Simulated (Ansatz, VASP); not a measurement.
# Sn in VASP and in Ansatz

```
Sn
1.0
    -1.89465    1.89465    1.89465
     1.89465   -1.89465    1.89465
     1.89465    1.89465   -1.89465
Sn
1
Cartesian
  0.0000 0.0000 0.0000
```

This isn't the form of Sn at room conditions, which is tetragonal (white tin).

Alike in both runs: task single point; functional PBE; k mesh 10 × 10 × 10; occupations fermi-dirac, width 0.05 eV; no spin polarisation.

```csv
,VASP,Ansatz
version,VASP 6.6.1,Ansatz 0.2.0
potentials or method,"VASP PAW PBE potentials, release 64 (Sn_d)",Ansatz PAW soft_1
plane-wave cutoff (eV),520,420
valence electrons in the cell,14,14
```

```csv
,VASP,Ansatz,Ansatz less VASP
gap on the k mesh at the Fermi level (eV),none,none,-
pressure (GPa),0.6,0.6,+0.04
```

A gap of «none» marks a metal or a gap that the smearing closes.
